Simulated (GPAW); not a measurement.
# CoO (P3m1) in GPAW: equation of state

Aim: energy against volume of CoO in PBE, for its equilibrium volume and stiffness.

Everything below comes from runs of GPAW 26.7.0. Logs are shortened: lines on timing, memory, paths and dates and some standing lists are left out, and cuts for length are marked. The log counts tension as positive stress, the text compression.

**1. The structure**

The structure is hexagonal, space group P6_3mc (No. 186). The conventional cell has a = 3.198 Å, b = 3.198 Å, c = 5.229 Å, α = 90.00°, β = 90.00°, γ = 120.00°. Around Co (site symmetry 3m) lie 4 O at 1.93 to 1.97 Å. O (site symmetry 3m) is surrounded by 4 Co at 1.93 to 1.97 Å.

Measurements of this composition are mostly on another form, of space group No. 225.

**2. Equation of state, PBE, collinear spin, ferromagnetic start**

run.py reads:

```python
from ase.eos import EquationOfState
from ase.io import Trajectory, read
from ase.units import GPa
from gpaw import GPAW, PW

atoms = read('POSCAR')
atoms.set_initial_magnetic_moments([2.0, 2.0, 0.0, 0.0])

traj = Trajectory('eos.traj', 'w')
volumes, energies = [], []
for x in [0.94, 0.96, 0.98, 1.0, 1.02, 1.04, 1.06]:
    a = atoms.copy()
    a.set_cell(atoms.cell * x**(1 / 3), scale_atoms=True)
    calc = GPAW(mode=PW(800),
                xc='PBE',
                kpts={'size': (10, 10, 5), 'gamma': True},
                occupations={'name': 'fermi-dirac', 'width': 0.05},
                nbands=30,
                convergence={'density': 1e-05, 'energy': 1e-05},
                maxiter=150,
                txt=f'eos-{x:.2f}.txt')
    a.calc = calc
    energies.append(a.get_potential_energy(force_consistent=True))
    volumes.append(a.get_volume())
    p = -a.get_stress()[:3].mean() / GPa
    calc.write(f'eos-{x:.2f}.gpw')
    traj.write(a)
    print(f'{x:.2f} {volumes[-1]:10.4f} A^3 {energies[-1]:14.6f} eV {p:9.3f} GPa', flush=True)

v0, e0, B = EquationOfState(volumes, energies, eos='birchmurnaghan').fit()
print(f'V0 = {v0:.4f} A^3, E0 = {e0:.6f} eV, B0 = {B / GPa:.2f} GPa')
```

POSCAR reads:

```
CoO
1.0
    3.1976457435      0.0000000000      0.0000000000
   -1.5988228718      2.7692424462      0.0000000000
    0.0000000000      0.0000000000      5.2287097100
Co O
2 2
Direct
    0.3333333333      0.6666666667      0.5033624100
    0.0000000000      0.0000000000      0.0034741400
    0.3333333333      0.6666666667      0.8715556000
    0.0000000000      0.0000000000      0.3716088500
```

Potentials or basis: GPAW PAW data sets (gpaw-data 1.2.1), pw.

Run with:

```sh
$ OMP_NUM_THREADS=1 python run.py
```

The log of the run:

```text
__  _  _
 | _ |_)|_||  |
 |__||  | ||/\| - 26.7.0

Input parameters:
  mode=PW(ecut=800.0),
  convergence={'density': 1e-05, 'energy': 1e-05},
  kpts=MonkhorstPack(size=(10, 10, 5), gamma=True),
  maxiter=150,
  nbands=30,
  occupations=Occupations(name='fermi-dirac', width=0.05),
  xc=XC(name='PBE')

Diagonalizing LCAO Hamiltonian
Converting LCAO to pw mode

         O

         Co

       O

       Co

Atoms  # Å, Bohr magnetons
|   | symbol |         x |        y |        z |    initial magnetic moments |
|---|--------|-----------|----------|----------|-----------------------------|
| 0 |     Co | -0.000000 | 1.808474 | 2.578208 | ( 0.0000,  0.0000,  2.0000) |
| 1 |     Co |  0.000000 | 0.000000 | 0.017794 | ( 0.0000,  0.0000,  2.0000) |
| 2 |      O | -0.000000 | 1.808474 | 4.464083 | ( 0.0000,  0.0000,  0.0000) |
| 3 |      O |  0.000000 | 0.000000 | 1.903370 | ( 0.0000,  0.0000,  0.0000) |

Unit cell  # Å
| periodic |         x |        y |        z |  lengths |     angles |
|----------|-----------|----------|----------|----------|------------|
|      yes |  3.132369 | 0.000000 | 0.000000 | 3.132369 |  90.000000 |
|      yes | -1.566185 | 2.712711 | 0.000000 | 3.132369 |  90.000000 |
|      yes |  0.000000 | 0.000000 | 5.121971 | 5.121971 | 120.000000 |

Number of symmetries: 6
Symmetry operations  # r_c * U_cc + t_c -> r_c
|   | kind |            matrix            |
|---|------|------------------------------|
| 0 |  σ   |  1, 1, 0,  0,-1, 0,  0, 0, 1 |
| 1 |  E   |  1, 0, 0,  0, 1, 0,  0, 0, 1 |
| 2 |  C3  |  0, 1, 0, -1,-1, 0,  0, 0, 1 |
| 3 |  σ   |  0,-1, 0, -1, 0, 0,  0, 0, 1 |
| 4 |  σ   | -1, 0, 0,  1, 1, 0,  0, 0, 1 |
| 5 |  C3  | -1,-1, 0,  1, 0, 0,  0, 0, 1 |

BZ-sampling:
  Number of BZ points: 500
  Number of IBZ points: 58

  Monkhorst-Pack size: [10, 10, 5]
  Monkhorst-Pack shift: [0.05, 0.05, 0.0]

K-points  # in reciprocal-cell coordinates
|     |                                coordinates |     weight |
|-----|--------------------------------------------|------------|
|   0 | (  0.00000000,   0.00000000,   0.00000000) | 0.00200000 |
|   1 | (  0.00000000,   0.00000000,   0.20000000) | 0.00400000 |
|   2 | (  0.00000000,   0.00000000,   0.40000000) | 0.00400000 |
|   3 | (  0.10000000,   0.00000000,  -0.40000000) | 0.01200000 |
|   4 | (  0.10000000,   0.00000000,  -0.20000000) | 0.01200000 |
|   5 | (  0.10000000,   0.00000000,   0.00000000) | 0.01200000 |
|   6 | (  0.10000000,   0.00000000,   0.20000000) | 0.01200000 |
|   7 | (  0.10000000,   0.00000000,   0.40000000) | 0.01200000 |
|   8 | (  0.20000000,  -0.10000000,   0.00000000) | 0.01200000 |
|   9 | (  0.20000000,  -0.10000000,   0.20000000) | 0.02400000 |
| ... |                                            |            |
|  57 | (  0.50000000,   0.50000000,   0.40000000) | 0.01200000 |

Plane wave coefficients: 2252
Cutoff: 800.0 eV

Spin-components: 2 (collinear spins)
Bands:           30
Projectors:      22
Spin-degeneracy: 1
Datatype:        complex128

Density:
  Valence electrons: 30.0
  Components: 2
  Grid points: [21 21 35]
  Charge: 0.0  # |e|

Potential:
  Grid points: [21 21 35]

species:
  Co:
    name:    Cobalt
    Z:       27.0
    valence: 9
    core:    18
    charge:  0.0  # [|e|]
    compensation charges:
      type: gauss
      rc: 0.32  # [Å]
      lmax: 2
    cutoffs:
      filter: 1.87  # [Å]
      core: 2.55  # [Å]
    projectors
    | kind |    occ | energy [eV] | rcut [Å] |
    |------|--------|-------------|----------|
    |   4s |  2.000 |      -5.469 |    1.005 |
    |   4p |  0.000 |      -1.277 |    1.058 |
    |   3d |  7.000 |      -8.205 |    1.005 |
    |    s |        |      21.742 |    1.005 |
    |    p |        |      25.934 |    1.058 |
    |    d |        |      19.007 |    1.005 |

    Using partial waves for Co as LCAO basis

  O:
    name:    Oxygen
    Z:       8.0
    valence: 6
    core:    2
    charge:  0.0  # [|e|]
    compensation charges:
      type: gauss
      rc: 0.21  # [Å]
      lmax: 2
    cutoffs:
      filter: 1.17  # [Å]
      core: 0.83  # [Å]
    projectors
    | kind |    occ | energy [eV] | rcut [Å] |
    |------|--------|-------------|----------|
    |   2s |  2.000 |     -23.961 |    0.688 |
    |   2p |  4.000 |      -9.029 |    0.598 |
    |    s |        |       3.251 |    0.688 |
    |    p |        |      18.182 |    0.598 |
    |    d |        |       0.000 |    0.619 |

    Using partial waves for O as LCAO basis

Reference energy: -79887.124414  # eV

eigensolver:
  PPCG
  Converge bands: occupied
  niter=2

density mixing:
  MSR1-Mixer
  Pratt-step length: 0.05
  Maximum mixing coefficient: 0.75
  Old densities: 10
  SVD Regularization: 0.005
  Good broyden scale: 1.0
  Trust region scale: 1.0
  Backstep threshold: 4.0
  History deletion threshold: 6.0
  Fourier metric: weight=20.0, sigma=0.015

occupation numbers:
  Fermi-Dirac:
    width: 0.0500  # eV

poisson solver:
  ecut: 6400.0  # eV

xc functional:
  name: PBE with 2 nearest neighbor stencil

convergence criteria:
- Maximum integral of absolute [dens]ity change: 1e-05 electrons / valence electron
- Maximum [total energy] change in last 3 cyles: 1e-05 eV / valence electron
- Maximum integral of absolute [eigenst]ate change: 4e-08 eV^2 / valence electron
maximum number of iterations: 150

SCF iterations
|iter     | |      energy | eigst |  dens |  magmom |
|---------|-|-------------|-------|-------|---------|
|iter:   1| |  -30.536858 | +0.11 |       |  +4.0031|
|iter:   2| |  -30.102384 | -1.79 | -0.83 |  +4.0656|
|iter:   3| |  -29.164436 | -1.55 | -0.88 |  +4.3576|
|iter:   4| |  -29.261926 | -2.52 | -1.36 |  +4.4824|
|iter:   5| |  -29.331288 | -2.90 | -1.36 |  +4.5041|
|iter:   6| |  -29.278375 | -2.82 | -1.25 |  +4.6483|
|iter:   7| |  -29.308298 | -3.17 | -1.85 |  +4.8352|
|iter:   8| |  -29.318163 | -3.40 | -1.94 |  +4.9776|
|iter:   9| |  -29.327585 | -2.97 | -2.10 |  +5.3657|
|iter:  10| |  -29.330650 | -3.90 | -2.14 |  +5.4829|
|iter:  11| |  -29.331601 | -4.37 | -2.63 |  +5.4597|
|iter:  12| |  -29.331739 | -4.72 | -2.88 |  +5.4586|
|iter:  13| |  -29.331843c| -5.31 | -3.10 |  +5.4733|
|iter:  14| |  -29.331787c| -6.10 | -3.37 |  +5.4658|
|iter:  15| |  -29.331803c| -6.61 | -3.80 |  +5.4680|
|iter:  16| |  -29.331810c| -7.52c| -3.99 |  +5.4688|
|iter:  17| |  -29.331808c| -7.60c| -4.43 |  +5.4680|
|iter:  18| |  -29.331810c| -7.97c| -4.83 |  +5.4683|
|iter:  19| |  -29.331810c| -8.28c| -5.36c|  +5.4682|

Converged in 19 steps
Energy contributions relative to reference atoms: (reference = -79887.124414)

Energy contributions:
  Kinetic:          63.010744
  Coulomb:         -56.126360
  Zero:              0.267653
  External:          0.000000
  Xc:              -36.467490
  Entropy:          -0.032715
  Spinorbit:         0.000000
  ----------------------------
  Free energy:     -29.348168
  Extrapolated:    -29.331810

dipole moment: (-10.498296, -13.741628, -12.143269)  # |e|*Ang

Total magnetic moment: (0.000000, 0.000000, 5.468245)

Local magnetic moments
|        x |        y |        z |
|----------|----------|----------|
| 0.000000 | 0.000000 | 2.293305 |  # Co   0
| 0.000000 | 0.000000 | 2.293709 |  # Co   1
| 0.000000 | 0.000000 | 0.222536 |  # O    2
| 0.000000 | 0.000000 | 0.222372 |  # O    3

Fermi level: 7.462
Eigenvalues  # (at kpt = [0.000, 0.000, 0.000])
| band index |      eig [eV] | occ [0-1] |      eig [eV] | occ [0-1] |
|------------|---------------|-----------|---------------|-----------|
|          0 |       -13.081 |     1.000 |       -12.584 |     1.000 |
|        ... |               |           |               |           |
|          6 |         1.379 |     1.000 |         2.365 |     1.000 |
|          7 |         1.379 |     1.000 |         2.365 |     1.000 |
|          8 |         4.831 |     1.000 |         6.515 |     1.000 |
|          9 |         4.908 |     1.000 |         6.516 |     1.000 |
|         10 |         4.908 |     1.000 |         7.197 |     0.995 |
|         11 |         5.272 |     1.000 |         7.200 |     0.995 |
|         12 |         5.272 |     1.000 |         7.654 |     0.021 |
|         13 |         6.924 |     1.000 |         8.147 |     0.000 |
|         14 |         6.924 |     1.000 |         9.106 |     0.000 |
|         15 |         7.493 |     0.350 |         9.106 |     0.000 |
|         16 |         7.826 |     0.001 |        10.132 |     0.000 |
|         17 |         7.886 |     0.000 |        10.231 |     0.000 |
|         18 |         7.886 |     0.000 |        10.234 |     0.000 |
|         19 |        13.074 |     0.000 |        13.638 |     0.000 |
|         20 |        14.680 |     0.000 |        15.537 |     0.000 |
|        ... |               |           |               |           |
|         29 |        27.208 |     0.000 |        27.956 |     0.000 |

No gap
No difference between direct/indirect transitions

Stress tensor  # eV/Ang^3
|         x |         y |         z |
|-----------|-----------|-----------|
| -0.052032 | -0.000000 | -0.000000 |
| -0.000000 | -0.052032 |  0.000000 |
| -0.000000 |  0.000000 | -0.097742 |

# Writing to eos-0.94.gpw (mode='')
```

stdout:

```text
0.94    43.5225 A^3     -29.348168 eV    10.778 GPa
0.96    44.4485 A^3     -29.404035 eV     7.873 GPa
0.98    45.3745 A^3     -29.443305 eV     5.065 GPa
1.00    46.3005 A^3     -29.466634 eV     2.376 GPa
1.02    47.2265 A^3     -29.474804 eV    -0.172 GPa
1.04    48.1525 A^3     -29.468631 eV    -2.575 GPa
1.06    49.0786 A^3     -29.448962 eV    -4.810 GPa
V0 = 47.2849 A^3, E0 = -29.474833 eV, B0 = 126.24 GPa
```

eos-0.98.txt:

```text
SCF iterations
|iter     | |      energy | eigst |  dens |  magmom |
|---------|-|-------------|-------|-------|---------|
|iter:   1| |  -30.574053 | +0.05 |       |  +4.0031|
|iter:   2| |  -30.123661 | -1.79 | -0.80 |  +4.0788|
|iter:   3| |  -29.204454 | -1.53 | -0.86 |  +4.4968|
[... 64 lines left out ...]
|        ... |               |           |               |           |
|         29 |        26.287 |     0.000 |        27.094 |     0.000 |

No gap
No difference between direct/indirect transitions

Stress tensor  # eV/Ang^3
|         x |         y |         z |
|-----------|-----------|-----------|
| -0.021614 | -0.000000 | -0.000000 |
| -0.000000 | -0.021614 | -0.000000 |
| -0.000000 | -0.000000 | -0.051603 |

# Writing to eos-0.98.gpw (mode='')
```

Run time: 34 min. Hardware: 1 thread of Arm Neoverse V1, shared host; peak memory 0.56 GiB.

What came out:

- Equilibrium volume: 11.82 Å³/atom (rough: see the caveat)
- Bulk modulus at fixed shape and positions: 126 GPa (rough)

Energy against volume, from the lowest point:
```csv
volume (Å³/atom),energy (meV/atom)
10.881,31.66
11.112,17.69
11.344,7.87
11.575,2.04
11.807,0.00
12.038,1.54
12.270,6.46
```

Caveat: the fit is doubtful: noisy points or a state that changes with volume; the cell was scaled at fixed shape and fractional positions, which overstates the stiffness of a crystal with free parameters, most of all of layers and chains.
